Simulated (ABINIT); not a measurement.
Runs of ABINIT 10.8.3 (patched build) on GaN. Symmetry: P6_3mc, No. 186, hexagonal system. The conventional cell has a = 3.180 Å, b = 3.180 Å, c = 5.166 Å, α = 90.00°, β = 90.00°, γ = 120.00°. Around Ga (site symmetry 3m) lie 4 N at 1.94 to 1.95 Å. Around N (site symmetry 3m) lie 4 Ga at 1.94 to 1.95 Å. 

| task | level | potentials or basis | cell | k mesh | cutoff (eV) | smearing | fine-grid cutoff | cell freedom (optcell) | optimiser (ionmov) | cutoff smearing ecutsm (Ha) | force stop (Ha/bohr) | mesh quality | gap on the mesh (eV) | largest force (eV/Å) |
| --- | --- | --- | --- | --- | --- | --- | --- | --- | --- | --- | --- | --- | --- | --- |
| single point | r2SCAN | JTH PAW PBE v2.0 | as given | 4 × 4 × 2 | 816 | fermi-dirac 0.05 eV | 1414.99 eV | - | - | - | - | coarse | 2.37 | 0.15 |
| single point | LDA | PseudoDojo NC SR LDA v0.4.1 standard | as given | 8 × 8 × 4 | 980 | fermi-dirac 0.05 eV | - | - | - | - | - | not flagged | (c) | 0.13 |
| band structure | LDA-PZ | JTH PAW LDA v2.0 | as given | 10 × 10 × 5 | 680 | fermi-dirac 0.05 eV | 1278.94 eV | - | - | - | - | not flagged | (b) | 0.13 |
| relaxation of cell and atoms | LDA | PseudoDojo NC SR LDA v0.4.1 standard | relaxed | 8 × 8 × 4 | 980 | fermi-dirac 0.05 eV | - | 2 | 22 | 0.5 | 2e-05 | not flagged | 2.18 | - |
| single point | LDA | JTH PAW LDA v2.0 | as given | 4 × 4 × 2 | 680 | fermi-dirac 0.05 eV | 1278.94 eV | - | - | - | - | coarse | 1.96 | 0.12 |
| band structure | revPBE | JTH PAW PBE v2.0 | as given | 10 × 10 × 5 | 680 | fermi-dirac 0.05 eV | 1278.94 eV | - | - | - | - | not flagged | 1.99 | (a) |
| single point | LDA | PseudoDojo NC SR LDA v0.4.1 standard | cell relaxed | 8 × 8 × 4 | 980 | fermi-dirac 0.05 eV | - | - | - | - | - | not flagged | 2.18 | - |

Alike in all rows: no spin polarisation.

Estimate the missing entries.

(a) 0.14; (b) 1.97; (c) 2.01.

Caveats: some runs use coarse meshes; the PAW data sets were made with another functional, which shifts forces and pressure a little (some runs).

A k mesh can miss the band edges, and the runs leave out spin-orbit coupling on Ga.

Runs at the PBE level aren't shown here.
